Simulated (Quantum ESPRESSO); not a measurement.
# HfO2 (Fm-3m) in Quantum ESPRESSO: further runs

One crystal, HfO2, is run at these levels: BLYP, AM05; tasks: dielectric tensor.

Program: Quantum ESPRESSO 7.5. These are calculated values, not measurements. Logs are shortened: lines on timing, memory, paths and dates and some standing lists are left out, and cuts for length are marked.

**1. The crystal as given**

Symmetry: Fm-3m, No. 225, cubic system. The conventional cell has a = 5.115 Å, b = 5.115 Å, c = 5.115 Å, α = 90.00°, β = 90.00°, γ = 90.00°. Hf (site symmetry m-3m) has 8 O at 2.21 Å as nearest neighbours. O (site symmetry -43m) has 4 Hf at 2.21 Å as nearest neighbours.

Measurements of this composition are mostly on another form, of space group No. 14.

**2. Dielectric tensor, BLYP**

pw.in

```
&CONTROL
  calculation = 'scf'
  prefix = 'pwscf'
  outdir = './tmp'
  pseudo_dir = './pseudo'
  tprnfor = .true.
  tstress = .true.
  disk_io = 'low'
/
&SYSTEM
  ibrav = 0
  nat = 3
  ntyp = 2
  ecutwfc = 84
  nbnd = 19
  input_dft = 'blyp'
  occupations = 'smearing'
  smearing = 'fd'
  degauss = 0.00367493
/
&ELECTRONS
  conv_thr = 6d-10
  electron_maxstep = 120
  mixing_beta = 0.5
/
ATOMIC_SPECIES
Hf   178.4900 Hf.upf
O     15.9990 O.upf
CELL_PARAMETERS angstrom
   0.0000000000    2.5575000000    2.5575000000
   2.5575000000    0.0000000000    2.5575000000
   2.5575000000    2.5575000000    0.0000000000
ATOMIC_POSITIONS crystal
Hf     0.0000000000    0.0000000000    0.0000000000
O      0.7500000000    0.7500000000    0.7500000000
O      0.2500000000    0.2500000000    0.2500000000
K_POINTS automatic
6 6 6 1 1 1
```

scf2.in

```
&CONTROL
  calculation = 'scf'
  prefix = 'pwscf'
  outdir = './tmp'
  pseudo_dir = './pseudo'
  tprnfor = .true.
  tstress = .true.
  disk_io = 'low'
/
&SYSTEM
  ibrav = 0
  nat = 3
  ntyp = 2
  ecutwfc = 84
  nbnd = 19
  input_dft = 'blyp'
  occupations = 'fixed'
/
&ELECTRONS
  conv_thr = 1d-13
  electron_maxstep = 120
  mixing_beta = 0.5
  startingpot = 'file'
  startingwfc = 'file'
/
ATOMIC_SPECIES
Hf   178.4900 Hf.upf
O     15.9990 O.upf
CELL_PARAMETERS angstrom
   0.0000000000    2.5575000000    2.5575000000
   2.5575000000    0.0000000000    2.5575000000
   2.5575000000    2.5575000000    0.0000000000
ATOMIC_POSITIONS crystal
Hf     0.0000000000    0.0000000000    0.0000000000
O      0.7500000000    0.7500000000    0.7500000000
O      0.2500000000    0.2500000000    0.2500000000
K_POINTS automatic
6 6 6 1 1 1
```

ph.in

```
dielectric of HfO2
&INPUTPH
  prefix = 'pwscf'
  outdir = './tmp'
  tr2_ph = 1d-18
  fildyn = 'dyn'
  niter_ph = 90
  alpha_mix(1) = 0.7
  epsil = .true.
  trans = .false.
  zeu = .true.
/
0.0000000000 0.0000000000 0.0000000000
```

Potentials or basis: PseudoDojo 0.4.1 SR PBE standard.

Started as:

```console
$ OMP_NUM_THREADS=1 pw.x -in pw.in > pw.out
$ OMP_NUM_THREADS=1 pw.x -in scf2.in > scf2.out
$ OMP_NUM_THREADS=1 ph.x -in ph.in > ph.out
```

pw.out:

```text
This program is part of the open-source Quantum ESPRESSO suite
     for quantum simulation of materials; please cite
         "P. Giannozzi et al., J. Phys.:Condens. Matter 21 395502 (2009);
         "P. Giannozzi et al., J. Phys.:Condens. Matter 29 465901 (2017);
         "P. Giannozzi et al., J. Chem. Phys. 152 154105 (2020);
     in publications or presentations arising from this work. More details at

     IMPORTANT: XC functional enforced from input :
     Exchange-correlation= BLYP
                           (   1   3   1   3   0   0   0)
     Any further DFT definition will be discarded
     Please, verify this is what you really want

     Message from routine setup:
     using ibrav=0 with symmetry is DISCOURAGED, use correct ibrav instead

     G-vector sticks info
     --------------------
     sticks:   dense  smooth     PW     G-vecs:    dense   smooth      PW
     Sum        1069    1069    313                23505    23505    3839

     Using Slab Decomposition

     bravais-lattice index     =            0
     lattice parameter (alat)  =       6.8349  a.u.
     unit-cell volume          =     225.7738 (a.u.)^3
     number of atoms/cell      =            3
     number of atomic types    =            2
     number of electrons       =        24.00
     number of Kohn-Sham states=           19
     kinetic-energy cutoff     =      84.0000  Ry
     charge density cutoff     =     336.0000  Ry
     scf convergence threshold =      6.0E-10
     mixing beta               =       0.5000
     number of iterations used =            8  plain     mixing
     Exchange-correlation= BLYP
                           (   1   3   1   3   0   0   0)

     celldm(1)=   6.834858  celldm(2)=   0.000000  celldm(3)=   0.000000
     celldm(4)=   0.000000  celldm(5)=   0.000000  celldm(6)=   0.000000

[... 8 lines left out ...]
               b(3) = (  0.707107  0.707107 -0.707107 )

     PseudoPot. # 1 for Hf read from file:
     Hf.upf
     Pseudo is Norm-conserving + core correction, Zval = 12.0
     Generated using ONCVPSP code by D. R. Hamann
     Using radial grid of 1656 points,  8 beta functions with:
                l(1) =   0
                l(2) =   0
                l(3) =   1
                l(4) =   1
                l(5) =   2
                l(6) =   2
                l(7) =   3
                l(8) =   3

     PseudoPot. # 2 for O  read from file:
     O.upf
     Pseudo is Norm-conserving + core correction, Zval =  6.0
     Generated using ONCVPSP code by D. R. Hamann
     Using radial grid of  936 points,  5 beta functions with:
                l(1) =   0
                l(2) =   0
                l(3) =   1
                l(4) =   1
                l(5) =   2

     atomic species   valence    mass     pseudopotential
     Hf               12.00   178.49000     Hf( 1.00)
     O                 6.00    15.99900     O ( 1.00)

     48 Sym. Ops., with inversion, found

   Cartesian axes

     site n.     atom                  positions (alat units)
         1        Hf     tau(   1) = (   0.0000000   0.0000000   0.0000000  )
         2        O      tau(   2) = (   1.0606602   1.0606602   1.0606602  )
         3        O      tau(   3) = (   0.3535534   0.3535534   0.3535534  )

     number of k points=    28  Fermi-Dirac smearing, width (Ry)=  0.0037
                       cart. coord. in units 2pi/alat
        k(    1) = (   0.0589256   0.0589256   0.0589256), wk =   0.0185185
        k(    2) = (   0.1767767   0.1767767  -0.0589256), wk =   0.0555556
        k(    3) = (   0.2946278   0.2946278  -0.1767767), wk =   0.0555556
        k(    4) = (  -0.2946278  -0.2946278   0.4124790), wk =   0.0555556
        k(    5) = (  -0.1767767  -0.1767767   0.2946278), wk =   0.0555556
        k(    6) = (  -0.0589256  -0.0589256   0.1767767), wk =   0.0555556
[... 20 lines left out ...]
        k(   27) = (   0.2946278   0.2946278   0.2946278), wk =   0.0185185
        k(   28) = (  -0.2946278  -0.2946278   0.8838835), wk =   0.0555556

     Dense  grid:    23505 G-vectors     FFT dimensions: (  40,  40,  40)

     Initial potential from superposition of free atoms

     starting charge      23.9981, renormalised to      24.0000
     Starting wfcs are   18 randomized atomic wfcs +    1 random wfcs

     Self-consistent Calculation

     iteration #  1     ecut=    84.00 Ry     beta= 0.50
     Davidson diagonalization with overlap
     ethr =  1.00E-02,  avg # of iterations =  4.8

     total energy              =    -178.70586045 Ry
     estimated scf accuracy    <       1.18621918 Ry

     iteration #  2     ecut=    84.00 Ry     beta= 0.50
     Davidson diagonalization with overlap
     ethr =  4.94E-03,  avg # of iterations =  2.0

     total energy              =    -179.03678730 Ry
     estimated scf accuracy    <       0.38576149 Ry

     iteration #  3     ecut=    84.00 Ry     beta= 0.50
     Davidson diagonalization with overlap
     ethr =  1.61E-03,  avg # of iterations =  2.0

     total energy              =    -179.11346443 Ry
     estimated scf accuracy    <       0.01198290 Ry

     iteration #  4     ecut=    84.00 Ry     beta= 0.50
     Davidson diagonalization with overlap
     ethr =  4.99E-05,  avg # of iterations =  2.0

     total energy              =    -179.11584070 Ry
     estimated scf accuracy    <       0.00169079 Ry

     iteration #  5     ecut=    84.00 Ry     beta= 0.50
     Davidson diagonalization with overlap
     ethr =  7.04E-06,  avg # of iterations =  1.8
[... 15 lines left out ...]
     total energy              =    -179.11596416 Ry
     estimated scf accuracy    <       0.00002041 Ry

     iteration #  8     ecut=    84.00 Ry     beta= 0.50
     Davidson diagonalization with overlap
     ethr =  3.57E-08,  avg # of iterations =  2.0

     total energy              =    -179.11596699 Ry
     estimated scf accuracy    <       0.00000017 Ry

     iteration #  9     ecut=    84.00 Ry     beta= 0.50
     Davidson diagonalization with overlap
     ethr =  7.24E-10,  avg # of iterations =  1.7

     total energy              =    -179.11596701 Ry
     estimated scf accuracy    <       0.00000002 Ry

     iteration # 10     ecut=    84.00 Ry     beta= 0.50
     Davidson diagonalization with overlap
     ethr =  7.71E-11,  avg # of iterations =  2.0

     End of self-consistent calculation

          k = 0.0589 0.0589 0.0589 (  2912 PWs)   bands (ev):

   -49.0128 -17.4934 -17.4694 -17.4694  -6.0868  -3.3633   7.2333   7.2333
     7.3493  11.4991  11.5815  11.5815  16.2958  16.2958  18.4836  22.0496
    22.2455  22.2455  26.2132

          k = 0.1768 0.1768-0.0589 (  2910 PWs)   bands (ev):

   -49.0092 -17.6047 -17.4983 -17.4785  -5.6753  -3.6815   7.4523   7.6060
     8.2306  10.4569  10.8194  11.6203  16.5713  16.8523  19.3994  21.2145
    21.5941  21.9598  25.4248

          k = 0.2946 0.2946-0.1768 (  2933 PWs)   bands (ev):

   -49.0036 -17.7752 -17.5254 -17.5012  -5.0913  -4.0151   7.8363   8.1638
     9.4178   9.5123  10.2966  11.0980  16.7727  17.0831  19.1190  20.9910
    21.4552  22.1842  24.4470

          k =-0.2946-0.2946 0.4125 (  2932 PWs)   bands (ev):

   -49.0017 -17.8335 -17.5281 -17.5146  -4.9546  -4.0343   8.0436   8.2191
     9.0509   9.9553  10.5489  10.6658  16.8600  16.8977  19.0586  21.0156
    21.2767  22.0745  24.6246

          k =-0.1768-0.1768 0.2946 (  2931 PWs)   bands (ev):

   -49.0053 -17.7254 -17.5056 -17.5053  -5.2493  -3.9462   7.8358   7.8745
     9.1525   9.4816  10.8352  11.0691  16.8340  16.9900  19.2800  21.2803
    21.2946  21.9432  24.6590

          k =-0.0589-0.0589 0.1768 (  2917 PWs)   bands (ev):

   -49.0109 -17.5495 -17.4830 -17.4804  -5.8650  -3.5423   7.3694   7.3842
     7.8603  10.5148  11.5646  11.6125  16.4320  16.6172  19.1097  21.5637
    21.7719  22.0532  25.7469

          k = 0.2946 0.0589 0.0589 (  2919 PWs)   bands (ev):

   -49.0075 -17.6359 -17.5073 -17.5065  -5.4657  -3.8282   7.6413   7.6469
     8.8118   9.1474  11.5530  11.5996  16.6895  16.8093  19.8942  21.1326
    21.1635  21.5612  25.5100

          k = 0.4125 0.1768-0.0589 (  2941 PWs)   bands (ev):

   -49.0029 -17.7423 -17.5648 -17.5247  -4.9137  -4.1451   7.7264   8.1607
     8.3496  10.1344  10.8308  11.4672  16.8022  17.0974  19.6564  20.3288
    20.9824  22.3872  25.4458

          k =-0.1768-0.4125 0.5303 (  2941 PWs)   bands (ev):

   -49.0000 -17.7925 -17.6174 -17.5355  -4.6746  -4.1843   7.5710   8.0943
     8.8409  10.2501  11.0096  11.0660  16.8485  17.2209  19.1021  20.1727
    20.8487  23.3822  25.1304

          k =-0.0589-0.2946 0.4125 (  2941 PWs)   bands (ev):

   -49.0017 -17.7537 -17.6089 -17.5180  -4.8018  -4.1767   7.6222   8.3815
     8.7276  10.0098  10.3980  11.4879  16.6944  17.3327  19.4155  20.0662
    21.0917  23.0271  25.1821

          k = 0.0589-0.1768 0.2946 (  2928 PWs)   bands (ev):

   -49.0063 -17.6756 -17.5277 -17.4955  -5.3336  -3.9067   7.6094   7.9036
     9.0417   9.3214  10.8157  11.6072  16.6941  17.0518  19.5895  20.7965
    21.5458  21.7933  25.2303

          k = 0.5303 0.0589 0.0589 (  2939 PWs)   bands (ev):

   -49.0003 -17.8076 -17.5687 -17.5569  -4.5162  -4.3630   6.8047   8.4839
     8.5084  11.1199  11.1443  11.2664  16.4442  17.3879  19.5783  20.2024
    20.3869  22.9611  26.2485

          k =-0.0589-0.5303 0.6482 (  2934 PWs)   bands (ev):

   -48.9983 -17.8172 -17.6238 -17.5683  -4.4619  -4.2581   6.5316   8.4116
     9.1063  10.4927  10.9317  12.0550  16.5469  17.5687  18.9509  19.7883
    20.3425  24.9458  26.2062

          k = 0.0589-0.4125 0.5303 (  2944 PWs)   bands (ev):

   -48.9990 -17.7520 -17.6869 -17.5455  -4.5175  -4.2606   7.2314   8.0203
     9.2594   9.8458  11.0879  11.6165  16.7700  17.4621  19.1978  19.6447
    20.6481  24.2682  25.5297

          k = 0.1768-0.2946 0.4125 (  2941 PWs)   bands (ev):

   -49.0017 -17.8007 -17.5603 -17.5174  -4.8853  -4.0984   7.8297   8.3025
     8.7972  10.1897  10.3434  11.0841  16.7957  17.1063  19.1161  20.6465
    21.1668  22.6225  24.7255

          k =-0.6482 0.0589 0.0589 (  2938 PWs)   bands (ev):

   -48.9983 -17.8510 -17.5853 -17.5704  -4.4971  -4.2261   6.2465   8.8218
     8.9052  10.7809  10.8748  12.1382  16.2431  17.6262  18.8757  20.1115
    20.2648  24.7503  26.4562

          k =-0.5303 0.1768-0.0589 (  2937 PWs)   bands (ev):

   -49.0000 -17.7917 -17.6009 -17.5523  -4.5302  -4.3273   7.0422   8.2245
     8.7317  10.6968  11.1602  11.2907  16.6893  17.3213  19.4471  19.9190
    20.5253  23.4379  25.8878

          k =-0.4125 0.0589 0.0589 (  2920 PWs)   bands (ev):

   -49.0036 -17.7299 -17.5400 -17.5336  -4.9746  -4.1274   7.7618   8.0369
     8.1076  10.0249  11.4193  11.4439  16.7100  17.0332  20.1545  20.6555
    20.6751  21.6703  25.7762

          k = 0.1768 0.1768 0.1768 (  2926 PWs)   bands (ev):

   -49.0078 -17.6615 -17.4885 -17.4885  -5.5235  -3.7822   7.6710   7.6710
     8.4914  10.3864  10.9489  10.9489  16.8259  16.8259  19.3796  21.3168
    21.6745  21.6745  24.8854

          k = 0.2946 0.2946 0.0589 (  2923 PWs)   bands (ev):

   -49.0041 -17.7215 -17.5644 -17.4976  -5.0949  -4.0364   7.5986   8.2866
     9.2888   9.5770  10.0068  11.5995  16.6460  17.2850  19.4274  20.4131
    21.4806  22.3812  25.0270

          k =-0.2946-0.2946 0.6482 (  2942 PWs)   bands (ev):

   -49.0002 -17.7548 -17.6569 -17.5247  -4.6597  -4.2165   7.4505   8.4169
     9.0059   9.6143  10.8262  11.4621  16.6500  17.4691  19.3082  19.8629
    20.9521  23.5766  25.2414

          k =-0.1768-0.1768 0.5303 (  2946 PWs)   bands (ev):

   -49.0000 -17.7920 -17.6105 -17.5426  -4.6168  -4.2414   7.2421   8.3954
     8.5538  10.6578  10.9839  11.1514  16.7697  17.2837  19.2101  20.0853
    20.6909  23.4569  25.4081

          k = 0.4125 0.1768 0.1768 (  2941 PWs)   bands (ev):

   -49.0025 -17.7724 -17.5507 -17.5255  -4.9140  -4.1188   7.8432   8.1324
     8.5590  10.1254  10.9266  10.9946  16.9303  16.9809  19.2702  20.7310
    20.9592  22.5433  24.9316

          k =-0.1768-0.4125 0.7660 (  2944 PWs)   bands (ev):

   -48.9995 -17.7646 -17.6523 -17.5471  -4.5335  -4.2869   7.4685   7.7722
     9.1254  10.0829  11.1402  11.4128  16.8756  17.2966  19.3069  19.7286
    20.6492  23.8854  25.5624

          k =-0.0589-0.2946 0.6482 (  2944 PWs)   bands (ev):

   -48.9983 -17.7590 -17.6845 -17.5685  -4.4074  -4.3095   7.0530   7.7541
     9.4962  10.0395  10.9953  11.9653  16.9335  17.4067  19.1115  19.4362
    20.4108  24.9444  25.8926

          k =-0.7660 0.1768 0.1768 (  2932 PWs)   bands (ev):

   -48.9986 -17.7889 -17.6592 -17.5525  -4.4877  -4.2537   6.7865   8.4266
     8.9891  10.2261  11.0078  11.8661  16.6321  17.5599  19.0623  19.6759
    20.5124  24.6927  25.7733

          k = 0.2946 0.2946 0.2946 (  2941 PWs)   bands (ev):

   -49.0027 -17.8205 -17.5074 -17.5074  -5.0529  -4.0039   8.1059   8.1059
     9.4577   9.5585  10.5680  10.5680  16.8743  16.8743  19.0264  21.3939
    21.3939  21.7697  24.3904

          k =-0.2946-0.2946 0.8839 (  2934 PWs)   bands (ev):

   -49.0008 -17.8086 -17.5842 -17.5210  -4.8045  -4.1158   7.7139   8.5281
     8.6252  10.1797  10.5049  11.0885  16.7642  17.1807  19.0834  20.4697
    21.1043  22.8320  24.8636

     the Fermi energy is    15.0079 ev

!    total energy              =    -179.11596701 Ry
     estimated scf accuracy    <          5.6E-10 Ry
     smearing contrib. (-TS)   =      -0.00000000 Ry
     internal energy E=F+TS    =    -179.11596701 Ry

     The total energy is F=E-TS. E is the sum of the following terms:
     one-electron contribution =     -27.77465192 Ry
     hartree contribution      =      28.25993764 Ry
     xc contribution           =     -45.13452650 Ry
     ewald contribution        =    -134.46672623 Ry

     convergence has been achieved in  10 iterations

     Forces acting on atoms (cartesian axes, Ry/au):

     atom    1 type  1   force =     0.00000000   -0.00000000   -0.00000000
     atom    2 type  2   force =    -0.00000000   -0.00000000   -0.00000000
     atom    3 type  2   force =     0.00000000    0.00000000    0.00000000

     Total force =     0.000000     Total SCF correction =     0.000000

     Computing stress (Cartesian axis) and pressure

          total   stress  (Ry/bohr**3)                   (kbar)     P=       15.60
   0.00010602  -0.00000000   0.00000000           15.60       -0.00        0.00
  -0.00000000   0.00010602  -0.00000000           -0.00       15.60       -0.00
   0.00000000  -0.00000000   0.00010602            0.00       -0.00       15.60

=------------------------------------------------------------------------------=
   JOB DONE.
=------------------------------------------------------------------------------=
```

Wall time 4.7 min (1 thread of AMD EPYC 7R43 (Zen 3), shared host); peak memory 0.08 GiB.

What came out:

```
Free energy                             : -2436.9969 eV
Pressure                                : 1.6 GPa
Electronic dielectric tensor (diagonal) : 5.13
Born charges (mean of the diagonal)     : Hf +5.51; O -2.76 e
```

Electronic dielectric tensor:
```
5.13 0.00 0.00
0.00 5.13 0.00
0.00 0.00 5.13
```

Born effective charge tensors (e):
atom 1, Hf
```
5.51 0.00 0.00
0.00 5.51 0.00
0.00 0.00 5.51
```
atom 2, O
```
-2.76  0.00  0.00
 0.00 -2.76  0.00
 0.00  0.00 -2.76
```
atom 3, O
```
-2.76  0.00  0.00
 0.00 -2.76  0.00
 0.00  0.00 -2.76
```

Caveat: the potentials were made for another functional, which shifts forces and pressure.

(Part 1 of 2 ends here.)
